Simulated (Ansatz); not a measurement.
# Yb (dhcp type): the cost of one run

Method: DFT PBE, with the methods named in each step, in Ansatz 0.2.0.

3 further runs of the same task are left out: 2 that didn't finish, 1 set aside as unsound or not needed.

### 1 The structure to begin with

Symmetry: P6_3/mmc, No. 194, hexagonal system. The conventional cell has a = 3.699 Å, b = 3.699 Å, c = 12.023 Å, α = 90.00°, β = 90.00°, γ = 120.00°. Yb (site symmetry -3m) is surrounded by 12 Yb at 3.69 to 3.70 Å. Yb (site symmetry -6m2) has 12 Yb at 3.69 to 3.70 Å as nearest neighbours.

Coordinates:

```
CELL_PARAMETERS angstrom
3.69939 0.00000 0.00000
-1.84969 3.20376 0.00000
0.00000 0.00000 12.02300
ATOMIC_POSITIONS crystal
Yb 0.00000 0.00000 0.00000
Yb 0.00000 0.00000 0.50000
Yb 0.33333 0.66667 0.25000
Yb 0.66667 0.33333 0.75000
```

Whether this phase is the stable one at these pressures isn't tested.

Atoms are numbered in the order of the input: Yb1, Yb2, Yb3, Yb4.

### 2 Cell relaxed at zero pressure, PAW

input.yaml reads:

```yaml
crystal:
  lattice:
    - [3.6993852468, 0.0, 0.0]
    - [-1.8496926234, 3.2037616021, 0.0]
    - [0.0, 0.0, 12.0230020522]
  atoms:
    - { symbol: Yb, position: [0.0, 0.0, 0.0] }
    - { symbol: Yb, position: [0.0, 0.0, 0.5] }
    - { symbol: Yb, position: [0.3333333333, 0.6666666667, 0.25] }
    - { symbol: Yb, position: [0.6666666667, 0.3333333333, 0.75] }
kpoints:
  mp_grid: { grid: [11, 11, 3] }
scf:
  occupations: { method: fermi_dirac, width: 0.08 }
hamiltonian:
  xc: pbe
  pseudopotentials: { kind: paw }
output:
  forces: true
  stress: true
relax:
  f_tol: 0.005
  max_steps: 40
  cell: {}
```

Launch:

```sh
> ansatz run input.yaml --threads 2 --pin off --max-ram 6144MiB --backend cpu --events-out ev --progress --plain --runs-dir out
```

**Question.** How long does this run take on 2 threads of Arm Neoverse V1, shared host, and how much memory does it need?

About 28 s, with a peak of 0.53 GiB.
